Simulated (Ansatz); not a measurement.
Crystal: MnO.

```
CELL_PARAMETERS angstrom
0.00000 2.22200 2.22200
2.22200 0.00000 2.22200
2.22200 2.22200 0.00000
ATOMIC_POSITIONS crystal
Mn 0.00000 0.00000 0.00000
O 0.50000 0.50000 0.50000
```

Base run:

| Quantity | Value |
| --- | --- |
| Program | Ansatz 0.2.0 |
| Functional | r2SCAN |
| Potentials or basis | Ansatz PAW |
| Cutoff | 500 eV |
| Density cutoff | 2000 eV |
| k mesh | 7 × 7 × 7 |
| Occupations | gaussian, width 0.05 eV |
| Spin | collinear spin, program default start |
| Hubbard terms | Mn d U = 5 eV |

Its results: band gap on the k mesh 1.03 eV, indirect (least direct gap 3.10 eV); pressure 6.3 GPa; net moment 5.00 μB per cell; site moments Mn +4.35; O +0.15 μB.

Task: The run is repeated on the same cell with these changes: functional from r2SCAN to LDA; cutoff from 500 eV to 420 eV; density cutoff from 2000 eV to 1680 eV; hubbard terms from Mn d U = 5 eV to Mn d U = 7 eV. What comes out?

Result: Band gap on the k mesh 0.67 eV, indirect (least direct gap 2.53 eV); pressure 0.5 GPa; net moment 5.00 μB per cell; site moments Mn +4.30; O +0.14 μB.

Several settings changed at once, so the effect can't be laid on one alone.

Caveats: the magnetic or orbital state may not be the lowest; odd divisions of the mesh miss points on the zone boundary, where band edges often lie, so the gap on the mesh can be too wide; a cell with one magnetic atom can't hold antiferromagnetic order, which such compounds often take; the PAW data sets come from PBE, with cores solved anew for the run's functional, which leaves a small shift of forces and pressure.

A k mesh can miss the band edges.

Not every run made on this cell is shown here.
